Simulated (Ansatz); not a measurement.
# Te2Mo under changes of volume

One of the cells (24.965 Å³/atom); the others are scaled copies at fixed shape and fractional positions:

```
Te Mo
1.0
     3.51820    0.00000    0.00000
    -1.75910    3.04685    0.00000
     0.00000    0.00000   13.97360
Te Mo
4 2
Direct
  0.66667 0.33333 0.37900
  0.33333 0.66667 0.87900
  0.66667 0.33333 0.12100
  0.33333 0.66667 0.62100
  0.66667 0.33333 0.75000
  0.33333 0.66667 0.25000
```

- Program: Ansatz 0.2.0
- Functional: PBE
- Potentials or basis: Ansatz PAW
- Cutoff: 420 eV (not typed: the program's choice for these potentials)
- k mesh: 9 × 9 × 2
- Occupations: fermi-dirac, width 0.05 eV
- Spin: no spin polarisation

```csv
volume (Å³/atom),energy over the lowest point (meV/atom),pressure (GPa),gap on the mesh (eV),largest force (eV/Å)
23.467,?,?,?,?
23.966,38.47,7.7,0.76,0.779
24.466,18.50,5.2,0.77,0.465
24.965,5.93,2.9,0.78,0.175
25.464,0.00,0.9,0.79,0.093
25.963,0.02,-0.9,0.80,0.340
26.463,5.40,-2.5,0.81,0.569
```

**Question.** What does the run at 23.467 Å³/atom give?

**Answer.** Energy over the lowest point 66.70 meV/atom; pressure 10.5 GPa; gap on the mesh 0.74 eV; largest force 1.120 eV/Å.

Worked out: A Birch-Murnaghan fit of order 3 (a polynomial in V^(-2/3)) to the other rows has its minimum at 25.71 Å³/atom with B0 = V·E''(V) = 93 GPa and B' = 4.5 at fixed shape and positions, which overstates the stiffness. It gives 66.63 meV/atom at 23.467 Å³/atom, against the run's 66.70, and -dE/dV = 10.5 GPa, against 10.5. A straight line through the other rows of the gap, of slope 0.505 eV per unit of ln V, extrapolates to 0.75 eV, against the run's 0.74.

Energies are extrapolated to zero smearing.

Caveats: odd divisions of the mesh miss points on the zone boundary, where band edges often lie, so the gap on the mesh can be too wide; spin-orbit coupling is left out, which moves the levels of the heavy elements; this functional lacks dispersion, which binds the layers, so the pressure and a relaxed spacing across them are unreliable; forces of over 1 eV/Å show positions far from the minimum, so gaps and moduli don't describe the material at rest (some runs).

A mesh can miss the band edges.
